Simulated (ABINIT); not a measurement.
A run of ABINIT 10.8.3 (patched build) is set up as follows.

Contents of run.abi:

```
# Datasets: ground state, then fixed potential
ndtset 2

# Pseudopotentials
pp_dirpath "./"
pseudos "Zr.LDA_PW-JTH.xml"

# Structure
acell 6.1075948348 6.1075948347 9.7264203634
rprim
     1.0000000000     0.0000000000     0.0000000000
    -0.5000000000     0.8660254038     0.0000000000
     0.0000000000     0.0000000000     1.0000000000
ntypat 1
znucl 40
natom 2
typat 1 1
xred
     0.6666666667     0.3333333333     0.7500000000
     0.3333333333     0.6666666667     0.2500000000

# Plane-wave basis
ecut 17.0
pawecutdg 34.0

# Exchange and correlation
ixc 7

# Bands and occupations
occopt 3
tsmear 0.00183747

# SCF cycle
nstep 100

# Output
iomode 3
prtwf 0
prteig 0
prtebands 0
enunit 1
prtden1 1

# Dataset 1
kptopt1 1
ngkpt1 9 9 5
nshiftk1 1
shiftk1 0.0 0.0 0.0
nband1 16
tolvrs1 1.0e-9

# Dataset 2: bands along G-M-K-G-A-L-H-A
iscf2 -2
getden2 1
nband2 22
nbdbuf2 4
tolwfr2 1.0e-11
kptopt2 -7
ndivsm2 8
prteig2 1
kptbounds2
     0.0000000000     0.0000000000     0.0000000000
     0.5000000000     0.0000000000     0.0000000000
     0.3333333333     0.3333333333     0.0000000000
     0.0000000000     0.0000000000     0.0000000000
     0.0000000000     0.0000000000     0.5000000000
     0.5000000000     0.0000000000     0.5000000000
     0.3333333333     0.3333333333     0.5000000000
     0.0000000000     0.0000000000     0.5000000000
```

Potentials or basis: JTH PAW LDA v2.0.

The run is started by

```bash
$ abinit run.abi > log 2>&1
```

(1) What does it give for the band gap on the k mesh?

(2) Predict the pressure.

Results:

(1) none (metal or under the smearing width).

(2) -6.2 GPa.
